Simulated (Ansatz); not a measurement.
Ru:

```
Ru
1.0
     2.70580    0.00000    0.00000
    -1.35290    2.34329    0.00000
     0.00000    0.00000    4.28190
Ru
2
Direct
  0.66667 0.33333 0.75000
  0.33333 0.66667 0.25000
```

Program: Ansatz 0.2.0. Alike in all runs: task single point; potentials or basis Ansatz PAW; cell as given; cutoff (eV) 420; smearing fermi-dirac 0.05 eV; the mesh is coarse, so values aren't converged. Hardware: 2 threads of Intel(R) Xeon(R) Processor @ 2.50GHz (Skylake/Cascade Lake), with other jobs on the host.

Q: Order these runs on this cell by their wall time, lowest first.
A. level PBE0; spin SOC, no magnetisation; k mesh 5 × 5 × 3
B. level PBE0; spin off; k mesh 6 × 6 × 3
C. level B3LYP; spin off; k mesh 6 × 6 × 3

A: C (18 s), B (38 s), A (110 s).

Caveats: all runs use coarse meshes.
